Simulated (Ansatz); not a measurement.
Input file of a DFT run on CdTe with Ansatz:

```yaml
crystal:
  lattice:
    - [0.0, 3.2445925398, 3.2445925398]
    - [3.2445925398, 0.0, 3.2445925398]
    - [3.2445925398, 3.2445925398, 0.0]
  atoms:
    - { symbol: Cd, position: [0.0, 0.0, 0.0] }
    - { symbol: Te, position: [0.25, 0.25, 0.25] }
basis:
  ecutwfc: 420
  ecutrho_ratio: 4
kpoints:
  mp_grid: { grid: [10, 10, 10] }
hamiltonian:
  xc: pbesol
scf:
  occupations: { method: gaussian, width: 0.05 }
output:
  forces: true
  stress: true
  eigenvalues: true
```

Launched as:
```sh
ansatz run input.yaml --threads 4 --pin off --max-ram 8192MiB --backend cpu --events-out ev --progress --plain --runs-dir out
```

The compound is reported in the structure type of the start.

Problem. Predict the main results.

Solution. Pressure 0.0 GPa, gap on the mesh 0.65 eV (PBEsol, scalar-relativistic).

What the program printed, in part:

```
Pseudopotentials: kind: paw
Pseudopotential: Cd, paw, valence charge 20, recommended cutoff 420 eV (normal), Cd.paw.azcp
Pseudopotential: Te, paw, valence charge 16, recommended cutoff 420 eV (normal), Te.paw.azcp
Crystal: 2 atoms, lattice volume = 68.314 Å³
Basis set: ecut = 420 eV, 1363 PW (Γ), exchange–correlation on 64×64×64 points (8 copies of the dense FFT grid, shifted against one another)
Bands: 22, of which v1, the nominal top of the filled ones, is band 18 counted from 1 (17 counted from 0)
Symmetry: 24 space group operations
Space group: F-43m (ITA 216), of the structure as read, at distance tolerance 4.1e-5 Å
k-points: 47 of 1000 (time reversal used)
Initial density: superposition of atomic densities (neutral atoms: chi_scale 0, normalization atom), corrected by the library's trained network
Initial wavefunctions: pseudopotential atomic-orbital guess
Functional: x = pbesol(κ = 0.804, μ = 0.12346), c = pbesol(β = 0.046)
```

```
SCF iter   1: F=—  HF=-15086.348121 eV  |F-HF|=—  |Δ(HF+E_count)|=         —  Δρ=3.91e-3  dr2=1.38e-2
SCF iter   2: F=—  HF=-15086.343745 eV  |F-HF|=—  |Δ(HF+E_count)|=   4.38e-3  Δρ=9.06e-4  dr2=3.11e-4
SCF iter   3: F=—  HF=-15086.343966 eV  |F-HF|=—  |Δ(HF+E_count)|=   2.20e-4  Δρ=4.26e-4  dr2=7.75e-5
SCF iter   4: F=—  HF=-15086.344037 eV  |F-HF|=—  |Δ(HF+E_count)|=   7.09e-5  Δρ=1.64e-4  dr2=2.14e-5
SCF iter   5: F=—  HF=-15086.344030 eV  |F-HF|=—  |Δ(HF+E_count)|=   7.17e-6  Δρ=2.71e-5  dr2=2.53e-7
SCF iter   6: F=—  HF=-15086.344030 eV  |F-HF|=—  |Δ(HF+E_count)|=   3.53e-7  Δρ=2.03e-5  dr2=1.62e-7
SCF iter   7: F=-15086.344030 eV  HF=-15086.344030 eV  |F-HF|=2.45e-8  |Δ(HF+E_count)|=   1.34e-7  Δρ=6.70e-6  dr2=1.69e-8
```

```
SCF 1 converged in 7 iterations: F = -15086.344030 eV  dr2 = 1.69e-8
SCF converged after 7 iterations
Free energy (F): -15086.344030 eV
E sigma→0 (E₀):  -15086.344030 eV
Fermi energy:    7.592961 eV
--- Forces (eV/Å), atoms counted from 1 ---
  atom   1  Cd     0.00000000     0.00000000     0.00000000
  atom   2  Te     0.00000000     0.00000000     0.00000000
--- Stress (GPa, compression-positive) ---
        0.000045       0.000000       0.000000
        0.000000       0.000045       0.000000
        0.000000       0.000000       0.000045
  P = ⅓ Tr σ = 0.0000 GPa (0.000 kbar)
```

Cost: 1.3 s on 4 threads of Intel(R) Xeon(R) Platinum 8488C (Sapphire Rapids) (shared host), peak memory 0.49 GiB.

Semilocal functionals underestimate band gaps, commonly by a third or more. Spin–orbit coupling, which matters for such heavy elements, is left out.
